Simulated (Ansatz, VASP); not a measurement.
**Two plane-wave programs on Cs**

Contents of INCAR:

```
SYSTEM = Cs
  ALGO = Fast
  EDIFF = 1E-6
  ENCUT = 520
  GGA = PE
  ISIF = 2
  ISMEAR = 0
  LASPH = .TRUE.
  LCHARG = .FALSE.
  LREAL = .FALSE.
  LWAVE = .FALSE.
  NBANDS = 10
  NELM = 80
  PREC = Accurate
  SIGMA = 0.15
```

File KPOINTS:

```
k-points
0
G
  12 12 12
  0 0 0
```

POSCAR

```
Cs
1.0
   -3.0225000000      3.0376125000      3.0225000000
    3.0225000000     -3.0376125000      3.0225000000
    3.0225000000      3.0376125000     -3.0225000000
Cs
1
Direct
    0.0000000000      0.0000000000      0.0000000000
```

Input for Ansatz:

```yaml
crystal:
  lattice:
    - [-3.0225, 3.0376125, 3.0225]
    - [3.0225, -3.0376125, 3.0225]
    - [3.0225, 3.0376125, -3.0225]
  atoms:
    - { symbol: Cs, position: [0.0, 0.0, 0.0] }
basis:
  ecutwfc: 420
kpoints:
  mp_grid: { grid: [12, 12, 12] }
hamiltonian:
  xc: pbe
scf:
  occupations: { method: gaussian, width: 0.15 }
output:
  forces: true
  stress: true
  eigenvalues: true
```

Change from the starting cell: strain +0.0050 x Voigt [0, 1, 0, 0, 0, 0], atoms carried along.

Alike in both runs: task single point; functional PBE; k mesh 12 × 12 × 12; occupations gaussian, width 0.15 eV; no spin polarisation.

|  | VASP | Ansatz |
| --- | --- | --- |
| version | VASP 6.6.1 | Ansatz 0.2.0 |
| potentials or method | VASP PAW PBE potentials, release 64 (Cs_sv) | scalar-relativistic, plane waves, PAW |
| plane-wave cutoff (eV) | 520 | 420 |
| valence electrons in the cell | 9 | 9 |

|  | VASP | Ansatz | Ansatz less VASP |
| --- | --- | --- | --- |
| gap on the k mesh at the Fermi level (eV) | none | none | - |
| pressure (GPa) | 0.1 | 0.1 | +0.01 |

A gap of «none» marks a metal or a gap that the smearing closes. The functional is the same, so the differences come from potentials, cutoffs and numerics.

Spin-orbit coupling is left out, which matters for the levels of Cs.
